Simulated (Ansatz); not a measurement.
# ZnS: the cost of one run

Computed with Ansatz 0.2.0 (DFT, PBE, plane-wave PAW, default files, scalar-relativistic, unless a step's input says otherwise).

2 further runs of the same task are left out: 2 that didn't finish.

**1. The starting structure**

The structure is trigonal, space group P3m1 (No. 156). Conventional cell: a = 3.805 Å, b = 3.805 Å, c = 24.916 Å, α = 90.00°, β = 90.00°, γ = 120.00°. Zn (site symmetry 3m) has 4 S at 2.33 Å as nearest neighbours. Only part of the 16 independent sites is listed.

Coordinates:

```cif
data_structure
_symmetry_space_group_name_H-M 'P3m1'
_symmetry_Int_Tables_number 156
_cell_length_a 3.8051
_cell_length_b 3.8051
_cell_length_c 24.9159
_cell_angle_alpha 90.000
_cell_angle_beta 90.000
_cell_angle_gamma 120.000
_cell_volume 312.42
loop_
_atom_site_label
_atom_site_type_symbol
_atom_site_symmetry_multiplicity
_atom_site_Wyckoff_symbol
_atom_site_fract_x
_atom_site_fract_y
_atom_site_fract_z
_atom_site_occupancy
Zn1 Zn 1 b 0.33333 0.66667 0.12512 1
Zn2 Zn 1 a 0.00000 0.00000 0.00016 1
Zn3 Zn 1 c 0.66667 0.33333 0.62505 1
Zn4 Zn 1 c 0.66667 0.33333 0.87514 1
Zn5 Zn 1 a 0.00000 0.00000 0.75002 1
Zn6 Zn 1 b 0.33333 0.66667 0.50008 1
Zn7 Zn 1 a 0.00000 0.00000 0.37509 1
Zn8 Zn 1 c 0.66667 0.33333 0.25013 1
S1 S 1 c 0.66667 0.33333 0.34372 1
S2 S 1 c 0.66667 0.33333 0.71858 1
S3 S 1 b 0.33333 0.66667 0.21873 1
S4 S 1 a 0.00000 0.00000 0.84367 1
S5 S 1 c 0.66667 0.33333 0.96881 1
S6 S 1 a 0.00000 0.00000 0.09373 1
S7 S 1 b 0.33333 0.66667 0.59369 1
S8 S 1 a 0.00000 0.00000 0.46869 1
```

The earlier run gave: gap on the mesh 2.17 eV, largest force 0.014 eV/Å, pressure 2.4 GPa.

The printed gradients, by site:

| site | atoms | first shell | V_zz (10²¹ V/m²) | η | C_Q (MHz) |
| --- | --- | --- | --- | --- | --- |
| Zn1 | 1 | 4 S at 2.33 Å | 0.006 | 0.00 | 0.018 (⁶⁷Zn) |
| Zn2 | 2 | 4 S at 2.33 Å | 0.043 | 0.00 | 0.128 (⁶⁷Zn) |
| Zn3 | 3 | 4 S at 2.33 Å | -0.008 | 0.00 | -0.022 (⁶⁷Zn) |
| Zn4 | 4 | 4 S at 2.33 Å | -0.056 | 0.00 | -0.164 (⁶⁷Zn) |
| Zn5 | 5 | 4 S at 2.33 Å | -0.091 | 0.00 | -0.267 (⁶⁷Zn) |
| Zn6 | 6, 7, 8 | 4 S at 2.33 Å | <0.01 | – | ≈0 (⁶⁷Zn) |
| S9 | 9 | 4 Zn at 2.33 Å | 0.082 | 0.00 | -0.137 (³³S) |
| S10 | 10 | 4 Zn at 2.33 Å | 0.13 | 0.00 | -0.211 (³³S) |
| S11 | 11, 14 | 4 Zn at 2.33 Å | 0.093 | 0.00 | -0.156 (³³S) |
| S12 | 12 | 4 Zn at 2.33 Å | 0.29 | 0.00 | -0.489 (³³S) |
| S13 | 13 | 4 Zn at 2.33 Å | 0.24 | 0.00 | -0.399 (³³S) |
| S15 | 15 | 4 Zn at 2.33 Å | 0.085 | 0.00 | -0.142 (³³S) |
| S16 | 16 | 4 Zn at 2.33 Å | 0.088 | 0.00 | -0.148 (³³S) |

C_Q = eQV_zz/h, which is 24.18 MHz for Q = 1 b and V_zz = 10²¹ V/m²; η = (V_xx − V_yy)/V_zz. Q values from Pyykkö, Mol. Phys. 116, 1328 (2018).

**2. Z stretched by -3 %**

File input.yaml:

```yaml
crystal:
  lattice:
    - [3.8050880673, 0.0, 0.0]
    - [-1.9025440336, 3.2953029299, 0.0]
    - [0.0, 0.0, 24.168456465]
  atoms:
    - { symbol: Zn, position: [0.3333333333, 0.6666666667, 0.12511841] }
    - { symbol: Zn, position: [0.0, 0.0, 0.00015897] }
    - { symbol: Zn, position: [0.6666666667, 0.3333333333, 0.62504747] }
    - { symbol: Zn, position: [0.6666666667, 0.3333333333, 0.8751387] }
    - { symbol: Zn, position: [0.0, 0.0, 0.75002227] }
    - { symbol: Zn, position: [0.3333333333, 0.6666666667, 0.50007816] }
    - { symbol: Zn, position: [0.0, 0.0, 0.37508794] }
    - { symbol: Zn, position: [0.6666666667, 0.3333333333, 0.25012849] }
    - { symbol: S, position: [0.6666666667, 0.3333333333, 0.34372199] }
    - { symbol: S, position: [0.6666666667, 0.3333333333, 0.71858116] }
    - { symbol: S, position: [0.3333333333, 0.6666666667, 0.21873405] }
    - { symbol: S, position: [0.0, 0.0, 0.84367239] }
    - { symbol: S, position: [0.6666666667, 0.3333333333, 0.96881275] }
    - { symbol: S, position: [0.0, 0.0, 0.09372606] }
    - { symbol: S, position: [0.3333333333, 0.6666666667, 0.59368598] }
    - { symbol: S, position: [0.0, 0.0, 0.46868621] }
kpoints:
  mp_grid: { grid: [8, 8, 2] }
scf:
  occupations: { method: fermi_dirac, width: 0.02 }
hamiltonian:
  xc: pbe
  pseudopotentials: { kind: paw }
output:
  forces: true
  stress: true
  populations: true
  efg:
    quadrupole_moments_barn: { Zn: 0.122, S: -0.0694 }
    contact_densities: true
```

Run with:

```bash
ansatz run input.yaml --threads 1 --pin off --max-ram 3072MiB --backend cpu --events-out ev --progress --plain --runs-dir out
```

What time and memory should one allow on 1 thread of Arm Neoverse V1, shared host?

About 84 s, with a peak of 0.69 GiB.
